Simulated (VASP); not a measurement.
Input of a VASP 6.6.1 run:

The input INCAR:

```
SYSTEM = TaS2
ALGO     = Fast           ! electronic algorithm
DIPOL    = 0.5 0.5 0.500
EDIFF    = 1E-6           ! SCF threshold, eV
ENCUT    = 520            ! plane-wave cutoff, eV
GGA      = PE             ! functional
IDIPOL   = 3            
ISIF     = 2              ! what is computed and relaxed
ISMEAR   = 0              ! smearing method
IVDW     = 12             ! dispersion correction
LASPH    = .TRUE.         ! aspherical terms in the spheres
LCHARG   = .FALSE.        ! write CHGCAR
LDIPOL   = .TRUE.       
LREAL    = .FALSE.        ! projectors in reciprocal space
LWAVE    = .FALSE.        ! write WAVECAR
NBANDS   = 18             ! bands
NELM     = 100            ! most SCF steps
PREC     = Accurate       ! precision mode
SIGMA    = 0.1            ! smearing width, eV
```

File KPOINTS:

```
k-points
0
G
  15 15 1
  0 0 0
```

The input POSCAR:

```
TaS2
1.0
    3.3435339187      0.0000000000      0.0000000000
   -1.6717669593      2.8955853120      0.0000000000
    0.0000000000      0.0000000000     32.1803051422
S Ta
2 1
Direct
    0.6666666667      0.3333333333      0.4520651206
    0.3333333333      0.6666666667      0.5479348794
    0.0000000000      0.0000000000      0.5000000000
```

Potentials or basis: VASP PAW PBE potentials, release 64 (S, Ta_pv).

The run is started by

```bash
$ cat potpaw_PBE.64/S/POTCAR potpaw_PBE.64/Ta_pv/POTCAR > POTCAR
$ mpirun -np 1 vasp_std > vasp.out
```

Task: Estimate the dispersion energy per atom.

Result: -0.285 eV.

Task: What does it give for the band gap on the k mesh?

Result: None (metal or under the smearing width).

Forces in eV/Å, atoms in the order of the input:
```
S    0.000  0.000 -0.003
S    0.000  0.000  0.003
Ta   0.000  0.000  0.000
```

Spin-orbit coupling is left out, which matters for the levels of Ta.
